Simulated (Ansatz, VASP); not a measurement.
## Sn: VASP beside Ansatz

Contents of INCAR:

```
  PREC = Accurate
  ENCUT = 520
  EDIFF = 1E-6
  ISMEAR = 0
  SIGMA = 0.15
  LREAL = F
  LASPH = T
  NELM = 80
  ALGO = Fast
  ISIF = 2
  LWAVE = F
  LCHARG = F
  GGA = PS
  NBANDS = 13
```

The input KPOINTS:

```
Automatic mesh
0
Gamma
  18 18 18
```

File POSCAR:

```
Sn
1.0
   -1.8946518192      1.8946518192      2.0604338534
    1.8946518192     -1.8946518192      2.0604338534
    1.8946518192      1.8946518192     -2.0604338534
Sn
1
Direct
    0.0000000000      0.0000000000      0.0000000000
```

Input for Ansatz:

```yaml
crystal:
  lattice:
    - [-1.8946518192, 1.8946518192, 2.0604338534]
    - [1.8946518192, -1.8946518192, 2.0604338534]
    - [1.8946518192, 1.8946518192, -2.0604338534]
  atoms:
    - { symbol: Sn, position: [0.0, 0.0, 0.0] }
basis:
  ecutwfc: 420
kpoints:
  mp_grid: { grid: [18, 18, 18] }
hamiltonian:
  xc: pbesol
scf:
  occupations: { method: gaussian, width: 0.15 }
output:
  forces: true
  stress: true
  eigenvalues: true
```

Change from the starting cell: strain +0.0875 x Voigt [0, 0, 1, 0, 0, 0], atoms carried along.

Alike in both runs: task single point; functional PBEsol; k mesh 18 × 18 × 18; occupations gaussian, width 0.15 eV; no spin polarisation.

```csv
,VASP,Ansatz
version,VASP 6.6.1,Ansatz 0.2.0
potentials or method,"VASP PAW PBE potentials, release 64 (Sn_d)","scalar-relativistic, plane waves, PAW"
plane-wave cutoff (eV),520,420
valence electrons in the cell,14,14
```

```csv
,VASP,Ansatz,Ansatz less VASP
gap on the k mesh at the Fermi level (eV),none,none,-
pressure (GPa),-5.1,-5.1,-0.04
largest component of the traceless stress (GPa),0.44,0.43,-0.004
```

A gap of «none» marks a metal or a gap that the smearing closes.

Caveats: the PAW data sets were made with another functional, which shifts forces and pressure a little (VASP).
